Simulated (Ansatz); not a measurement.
# 6-layer 2H-WS2 (2H stacking) in a perpendicular field, part 2 of 3

Wanted: the out-of-plane response of the 6-layer 2H-WS2 (2H stacking). A positive field points along +c.

Ansatz 0.2.0; plane-wave DFT, PBE-D3(BJ), Ansatz PAW.

So far. Step 2 (Relaxing the slab): The lattice constant a goes from 3.180 to 3.155 Å.

**3. Atoms held, field 0, start network**

A sawtooth potential applies the field, turning back in the middle of the vacuum. With the dipole correction the typed value is the field outside the slab. The induced dipole is small, so the SCF threshold is tight.

The cell differs from the one that the last finished run ended in (c 102.754 → 51.527 Å).

File input.yaml:

```yaml
crystal:
  lattice:
    - [3.1549065449, 0.0, 0.0]
    - [-1.5774532725, 2.7322292145, 0.0]
    - [0.0, 0.0, 51.5266677548]
  atoms:
    - { symbol: S, position: [0.3333333333, 0.6666666667, 0.1746668355] }
    - { symbol: W, position: [0.0, 0.0, 0.2052759583] }
    - { symbol: S, position: [0.3333333333, 0.6666666667, 0.2358479077] }
    - { symbol: S, position: [0.0, 0.0, 0.2926704694] }
    - { symbol: W, position: [0.3333333333, 0.6666666667, 0.3232290805] }
    - { symbol: S, position: [0.0, 0.0, 0.3537865577] }
    - { symbol: S, position: [0.3333333333, 0.6666666667, 0.4105306249] }
    - { symbol: W, position: [0.0, 0.0, 0.4410871392] }
    - { symbol: S, position: [0.3333333333, 0.6666666667, 0.4716434021] }
    - { symbol: S, position: [0.0, 0.0, 0.5283565979] }
    - { symbol: W, position: [0.3333333333, 0.6666666667, 0.5589128608] }
    - { symbol: S, position: [0.0, 0.0, 0.5894693751] }
    - { symbol: S, position: [0.3333333333, 0.6666666667, 0.6462134423] }
    - { symbol: W, position: [0.0, 0.0, 0.6767709195] }
    - { symbol: S, position: [0.3333333333, 0.6666666667, 0.7073295306] }
    - { symbol: S, position: [0.0, 0.0, 0.7641520923] }
    - { symbol: W, position: [0.3333333333, 0.6666666667, 0.7947240417] }
    - { symbol: S, position: [0.0, 0.0, 0.8253331645] }
kpoints:
  mp_grid: { grid: [18, 18, 1] }
  band_path:
    path: [[0, 0, 0], [0.5, 0, 0], [0.33333333, 0.33333333, 0], [0, 0, 0]]
    npoints: 16
hamiltonian:
  xc: pbe
  dispersion: d3bj
scf:
  occupations: { method: fermi_dirac, width: 0.02585 }
  convergence: { dr2_threshold: 1.0e-10 }
efield:
  axis: 3
  dipole_correction: true
  ramp_position: 0.97
  ramp_width: 0.06
  amplitude: 0
output:
  dos: { projected: true, e_range: [-6, 5] }
  write_potential: true
  write_density: true
  volumetric_format: npy
  elf: true
```

Run with:

```sh
> ansatz run input.yaml --threads 4 --pin off --max-ram 16384MiB --backend cpu --events-out ev --progress --plain --runs-dir out
```

Numbers of over 12 decimals in the logs are rounded to 6 here.

Log:

```text
[...]
Crystal: 18 atoms, lattice volume = 444.156 Å³
Basis set: ecut = 420 eV, 8585 PW (Γ)
Bands: 96, of which v1, the nominal top of the filled ones, is band 78 counted from 1 (77 counted from 0)
Symmetry: 6 space group operations
k-points: 37 of 324 (time reversal used)
[...]
SCF iter   1: F=—  HF=-73155.615387 eV  |F-HF|=—  |Δ(HF+E_count)|=         —  Δρ=4.48e-3  dr2=8.40e-2  ethr=1.77e-3  p=0.000 e·Å  D=2.87e-13 V/Å  ΔV_dip=-0.00 eV  dr2_dipole=2.34e-8  V_vac-E_F(+/−)=4.60/4.60 eV  ⟨swp⟩=7.9  Hψ=16505  notcnv=0  defer=3
efield: sawtooth ramp at fractional position 0.9700 (set: `efield.ramp_position`, or a place that a band, a saddle search or an elastic batch's reference lends), width 0.0600; the density the first Hamiltonian is built on has a dipole p = 0.000 e·Å; the dipole correction subtracts the counter field D = 2.87e-13 V/Å, which shifts the + side's vacuum level by -0.00 eV against the − side's; the planar-averaged density in the ramp window peaks in size at 3.3e-5 e/Å³
[...]
SCF iter   2: F=—  HF=-73155.629107 eV  |F-HF|=—  |Δ(HF+E_count)|=   1.37e-2  Δρ=2.42e-3  dr2=1.16e-2  ethr=5.38e-5  p=-0.000 e·Å  D=-1.36e-5 V/Å  ΔV_dip=0.00 eV  dr2_dipole=3.18e-8  V_vac-E_F(+/−)=4.72/4.71 eV  ⟨swp⟩=3.0  Hψ=6398  notcnv=0  defer=383
[...]
SCF iter  12: F=-73155.642798 eV  HF=-73155.642798 eV  |F-HF|=7.28e-11  |Δ(HF+E_count)|=  1.16e-10  Δρ=7.69e-8  dr2=4.90e-11  ethr=1.00e-12  p=-0.000 e·Å  D=-7.67e-8 V/Å  ΔV_dip=0.00 eV  dr2_dipole=4.17e-13  V_vac-E_F(+/−)=4.59/4.59 eV  ⟨swp⟩=9.4  Hψ=14170  notcnv=0
SCF 1 converged in 12 iterations: F = -73155.642798 eV  dr2 = 4.90e-11
[...]
NSCF: frozen V_eff on 49 k-points
efield: sawtooth ramp at fractional position 0.9700 (kept from the solve that this one continues, or follows in the run), width 0.0600; the density the first Hamiltonian is built on has a dipole p = -0.000 e·Å; the dipole correction subtracts the counter field D = -7.67e-8 V/Å, which shifts the + side's vacuum level by +0.00 eV against the − side's; the planar-averaged density in the ramp window peaks in size at 5.5e-7 e/Å³
[...]
SCF converged after 12 iterations
Free energy (F): -73155.642798 eV
[...]
Internal energy: -73155.642798 eV  (E = F + TS)
E sigma→0 (E₀):  -73155.642798 eV
Fermi energy:    7.481624 eV
Dipole field:    D = 0.000001 V/Å  (p = 0.000001 e·Å, saw-weighted, corrected)
Work function:   Φ+ = 4.5889 eV   Φ− = 4.5889 eV
Levels:          The Fermi level and band energies are counted from a zero that moves with the ramp; work functions are not
[...]
--- Band table (eV; the first three rows and the last of 37) ---
  k-point 0: bands = [... 74 lower, 6.5286, 6.7661, 6.9285, 7.0230, 9.2892, 9.2892, 9.2896, 9.2896, ... 14 higher]
  k-point 1: bands = [... 74 lower, 6.4883, 6.6981, 6.8377, 6.9168, 9.2523, 9.2553, 9.2614, 9.2691, ... 14 higher]
  k-point 2: bands = [... 74 lower, 6.3363, 6.4781, 6.5642, 6.6089, 8.9784, 8.9998, 9.0428, 9.0944, ... 14 higher]
  k-point 36: bands = [... 74 lower, 6.3309, 6.3853, 6.4348, 6.4684, 8.3075, 8.3075, 8.3081, 8.3081, ... 14 higher]
```

Run time: 2.4 min. Hardware: 4 threads of Arm Neoverse V1, shared host; peak memory 2.4 GiB; 9.4 min of CPU time.

The column dr2 measures how far the density is from self-consistency, as an energy; F and HF (Harris–Foulkes) agree once it is small.

Numbers from this step:

```
gap on the k-mesh                  : 0.9651 eV
dipole along the normal            : 1.24e-6 e·Å
gap along the path                 : 0.9651 eV
smallest direct gap along the path : 1.839 eV
ionisation energy, upper face      : 5.048 eV
electron affinity, upper face      : 4.082 eV
gap, the smaller of path and mesh  : 0.9651 eV
```

The electron's electrostatic potential energy less the Fermi level oscillates, so the rows of the table below give means over windows of 6.08 Å about each position, cut where the curve ends. Its maxima inside the range that stand out by 2 % of the span (Å: eV): 13.6: -1.37, 19.8: -1.40, 25.8: -1.40, 31.8: -1.40, 37.9: -1.37. Its minima: 11.0: -12.1, 16.2: -12.1, 23.2: -12.1, 28.3: -12.1, 35.4: -12.1, 40.5: -12.1.

Running mean over a fixed 2.7 Å (it still follows the layers) of the planar mean; the ramp of the sawtooth is left out. The electron's electrostatic potential energy less the Fermi level by z; means over each step:

z (Å), electron's electrostatic potential energy less the Fermi level (eV) and a bar from the least value:
```
     6.90        0.6 ##############################
    12.98       -6.9 
    19.06       -7.0 
    25.14       -7.0 
    31.22       -7.0 
    37.30       -7.0 
    43.38       -2.8 #################
```

The density of states has structure finer than the step of the table below, so its rows give means over 0.2 eV, whole bins alone (the curve runs from -6 to 1.58 eV). Peaks (eV: height): -5.61: 26.1, -5.45: 26.4, -5.20: 28.7, -4.54: 31.9, -3.30: 30.6, -2.00: 27.5, 1.53: 26.2.

Density of states against energy, zero at the Fermi level of the run, which the smearing sets inside the gap; means over each step:

energy (eV), density of states (states/eV a cell) and a bar:
```
     -5.8       11.4 ##############
     -5.6       17.4 ######################
     -5.4       16.6 #####################
     -5.2       15.3 ###################
     -5.0        9.4 ############
     -4.8       11.0 ##############
     -4.6       19.4 #########################
     -4.4       19.9 #########################
     -4.2       11.6 ###############
     -4.0        9.1 ############
     -3.8       10.2 #############
     -3.6       11.5 ###############
     -3.4       22.6 #############################
     -3.2       23.6 ##############################
     -3.0       15.2 ###################
     -2.8       16.1 ####################
     -2.6       13.8 ##################
     -2.4        6.4 ########
     -2.2        9.2 ############
     -2.0       19.9 #########################
     -1.8       12.9 ################
     -1.6        9.0 ###########
     -1.4        5.8 #######
     -1.2        3.1 ####
     -1.0        1.3 ##
     -0.8        0.7 #
     -0.6        0.3 
     -0.4        0.0 
     -0.2        0.0 
      0.0        0.0 
      0.2        0.0 
      0.4        0.0 
      0.6        1.5 ##
      0.8        4.2 #####
      1.0        8.6 ###########
      1.2       11.3 ##############
      1.4       16.4 #####################
```

Projected DOS per atom over height of the atomic layer and energy from the Fermi level. Layers: S W S S W S S W S S W S S W S S W S from below.

Ten even steps from '0' (0.00 states/eV) to '9' (2.09 states/eV), each cell a mean:
```
392292292292292293
151151151151151151
010020010010020010
000000000000000000
000000000000000000
000000000000000000
000000000000000000
000000000000000000
020020020020020020
151151151151151151
282282282282282282
212111111111111212
414424424424424414
535535535535535535
545545545545545545
232232232232232232
222222222222222222
555555555555555555
322323323323323223
222333333333333222
555444444444444555
222323223322323222
```
Columns: height of the atomic layer (Å) from 9 to 42.5 (not evenly spaced); rows upwards: energy from the Fermi level (eV) from -5.96 to 1.6.

Electronic bands along the path, in eV, zero at the Fermi level of the run, which the smearing sets inside the gap:

| point | band 75 | band 76 | band 77 | band 78 | band 79 | band 80 | band 81 | band 82 |
| --- | --- | --- | --- | --- | --- | --- | --- | --- |
| Γ | -0.95 | -0.72 | -0.55 | -0.46 | 1.81 | 1.81 | 1.81 | 1.81 |
| halfway | -2.01 | -1.98 | -1.96 | -1.96 | 0.90 | 1.01 | 1.17 | 1.35 |
| M | -2.10 | -2.05 | -2.02 | -2.00 | 1.84 | 1.85 | 1.86 | 1.87 |
| halfway | -1.58 | -1.51 | -1.46 | -1.43 | 1.47 | 1.49 | 1.52 | 1.55 |
| K | -1.15 | -1.10 | -1.05 | -1.01 | 0.83 | 0.83 | 0.83 | 0.83 |
| halfway | -2.00 | -1.99 | -1.98 | -1.98 | 0.51 | 0.63 | 0.79 | 0.98 |
| Γ | -0.95 | -0.72 | -0.55 | -0.46 | 1.81 | 1.81 | 1.81 | 1.81 |

Electrostatic potential energy in the ca plane at fractional y = 0.667, with atoms of S and W within 0.2 Å of it. With pseudopotentials it is smooth inside the atoms' cores, unlike the true potential.

Values in eV, 5 rows by 16 columns, each cell a mean:
```
 12  12  12  12  12  12  11   8  -6  -5   8  11   8   0   5   5
 12  12  12  12  12  12   9   2  -1  -1   2   9   9   4  -2  -2
 12  12  12  12  12  12  -1 -26   0  -1 -26   0  11   7 -27 -26
 12  12  12  12  12  12  -4 -28  -1  -3 -28  -3  11   6 -30 -29
 12  12  12  12  12  12   7  -8   1   1  -8   7  10   5 -12 -11
```
Columns run along c (16.0 Å, from fractional 0.03 to 0.35 of the cell; values clipped at the 3rd and 97th percentile), rows up along a (3.2 Å). Atoms in or near the plane, at fractional coordinates: S at (0.17, 0.33), S at (0.24, 0.33), W at (0.32, 0.33).

ELF in the ca plane at fractional y = 0.667, with atoms of S and W within 0.2 Å of it. It is the smooth field of the valence electrons, not physical close to the nuclei.

Ten even steps from '0' (0.00) to '9' (0.93), each cell a mean:
```
00000000000000000112332233123320026787743236
00000000000000000012221233122210026887753346
00000000000000013567774222367764103677522224
00000000000000247998887423688898301244236752
00000000000001369996147523762399610012365374
00000000000001369995147523661399710012364265
00000000000000257998787423687799400234246753
00000000000000013678875222478875103566523323
```
Columns run along c (16.0 Å, from fractional 0.03 to 0.35 of the cell), rows up along a (3.2 Å). Atoms in or near the plane, at fractional coordinates: S at (0.17, 0.33), S at (0.24, 0.33), W at (0.32, 0.33).

Valence density in the ca plane at fractional y = 0.667, with atoms of S and W within 0.2 Å of it. It is the smooth field of the valence electrons, not physical close to the nuclei.

Ten steps, logarithmic in the rise over the least value, from '0' (0.0 e/Å³) to '9' (5.0 e/Å³), each cell a mean:
```
00000000000000000123334565443321113455544444
00000000000000000122334565433321113455544444
00000000000000001234554455455442112344445554
00000000000000001356665444566664211234578985
00000000000000002466566434565665311223589997
00000000000000002466566434565565311123599997
00000000000000001356665444566664211234579986
00000000000000001235555455455543112344456654
```
Columns run along c (16.0 Å, from fractional 0.03 to 0.35 of the cell), rows up along a (3.2 Å). Atoms in or near the plane, at fractional coordinates: S at (0.17, 0.33), S at (0.24, 0.33), W at (0.32, 0.33).

The gap is 0.97 eV, with the valence edge 5.05 eV and the conduction edge 4.08 eV under the upper vacuum level. Spin-orbit coupling, left out in this run, matters for the bands of elements this heavy.

**4. Atoms held, field 0.1 V/Å**

input.yaml: that of step 3 with these lines changed.

```diff
@@ -40,5 +40,4 @@
   ramp_width: 0.06
-  amplitude: 0
+  amplitude: 0.1
 output:
-  dos: { projected: true, e_range: [-6, 5] }
   write_potential: true
@@ -46,2 +45 @@
   volumetric_format: npy
-  elf: true
```

Log:

```text
[...]
Crystal: 18 atoms, lattice volume = 444.156 Å³
Basis set: ecut = 420 eV, 8585 PW (Γ)
Bands: 96, of which v1, the nominal top of the filled ones, is band 78 counted from 1 (77 counted from 0)
Symmetry: 6 space group operations
k-points: 37 of 324 (time reversal used)
[...]
k-point 0: bands = [... 74 lower, 6.5181, 6.7485, 6.9234, 7.1025, 9.0894, 9.0894, 9.1529, 9.1529, ... 14 higher]
  k-point 1: bands = [... 74 lower, 6.4749, 6.6772, 6.8349, 7.0045, 9.0422, 9.0931, 9.1237, 9.1301, ... 14 higher]
  k-point 2: bands = [... 74 lower, 6.3112, 6.4485, 6.5747, 6.7220, 8.7933, 8.9291, 8.9854, 8.9982, ... 14 higher]
  k-point 36: bands = [... 74 lower, 6.3059, 6.3983, 6.4981, 6.6322, 8.0914, 8.1704, 8.2615, 8.3531, ... 14 higher]
[key lines of the parts left out:]
SCF converged after 15 iterations
Free energy (F): -73155.650157 eV
Fermi energy:    7.478703 eV
Dipole field:    D = 0.059968 V/Å  (p = 0.147196 e·Å, saw-weighted, corrected)
```

The job ended after 2.5 min (4 threads; peak memory 2.3 GiB; 9.8 min of CPU time).

The dipole is 0.147 e·Å, and the gap 0.800 eV.

**5. Single point, field -0.1 V/Å**

input.yaml: that of step 4 with these lines changed.

```diff
@@ -40,3 +40,3 @@
   ramp_width: 0.06
-  amplitude: 0.1
+  amplitude: -0.1
 output:
```

Log:

```text
[...]
Crystal: 18 atoms, lattice volume = 444.156 Å³
Basis set: ecut = 420 eV, 8585 PW (Γ)
Bands: 96, of which v1, the nominal top of the filled ones, is band 78 counted from 1 (77 counted from 0)
Symmetry: 6 space group operations
k-points: 37 of 324 (time reversal used)
[...]
k-point 0: bands = [... 74 lower, 6.5181, 6.7485, 6.9234, 7.1025, 9.0894, 9.0894, 9.1529, 9.1529, ... 14 higher]
  k-point 1: bands = [... 74 lower, 6.4749, 6.6772, 6.8349, 7.0045, 9.0422, 9.0931, 9.1237, 9.1301, ... 14 higher]
  k-point 2: bands = [... 74 lower, 6.3113, 6.4485, 6.5747, 6.7220, 8.7933, 8.9291, 8.9854, 8.9982, ... 14 higher]
  k-point 36: bands = [... 74 lower, 6.3059, 6.3983, 6.4981, 6.6322, 8.0914, 8.1704, 8.2615, 8.3531, ... 14 higher]
[key lines of the parts left out:]
SCF converged after 15 iterations
Free energy (F): -73155.650157 eV
Fermi energy:    7.478704 eV
Dipole field:    D = -0.059967 V/Å  (p = -0.147193 e·Å, saw-weighted, corrected)
```

Wall time 2.5 min (4 threads); peak memory 2.3 GiB; 9.8 min of CPU time.

The dipole is -0.147 e·Å, and the gap 0.800 eV.

**6. Single point, field 0.2 V/Å**

input.yaml: that of step 5 with these lines changed.

```diff
@@ -40,3 +40,3 @@
   ramp_width: 0.06
-  amplitude: -0.1
+  amplitude: 0.2
 output:
```

Log:

```text
[...]
Crystal: 18 atoms, lattice volume = 444.156 Å³
Basis set: ecut = 420 eV, 8585 PW (Γ)
Bands: 96, of which v1, the nominal top of the filled ones, is band 78 counted from 1 (77 counted from 0)
Symmetry: 6 space group operations
k-points: 37 of 324 (time reversal used)
[...]
k-point 0: bands = [... 74 lower, 6.4896, 6.7280, 6.9656, 7.2485, 8.8616, 8.8616, 8.9627, 8.9627, ... 14 higher]
  k-point 1: bands = [... 74 lower, 6.4400, 6.6591, 6.8862, 7.1576, 8.8094, 8.8695, 8.9156, 8.9609, ... 14 higher]
  k-point 2: bands = [... 74 lower, 6.2633, 6.4492, 6.6529, 6.8943, 8.5693, 8.7334, 8.7890, 8.8552, ... 14 higher]
  k-point 36: bands = [... 74 lower, 6.2594, 6.4426, 6.6285, 6.8486, 7.8614, 8.0325, 8.2152, 8.3982, ... 14 higher]
[key lines of the parts left out:]
SCF converged after 15 iterations
Free energy (F): -73155.672238 eV
Fermi energy:    7.470794 eV
Dipole field:    D = 0.119952 V/Å  (p = 0.294430 e·Å, saw-weighted, corrected)
```

Run time: 2.5 min. Hardware: 4 threads; peak memory 2.3 GiB.

The dipole is 0.294 e·Å, and the gap 0.491 eV.

(Continued in part 3 of 3.)

[Logs are printed without paths, hosts, clocks, repeated set-up lines and the standing remarks that a program may print on its own settings, such as how far it seeks lower states.]

[Hosts, paths, dates, database ids (printed as entryN), source tags and the programs' standing remarks are cut or masked in the printed files.]

[Maps of the electrostatic potential energy from Ansatz leave out the sawtooth potential of an applied field or a dipole correction, so their vacuum need not be flat; planar profiles and work functions include it.]
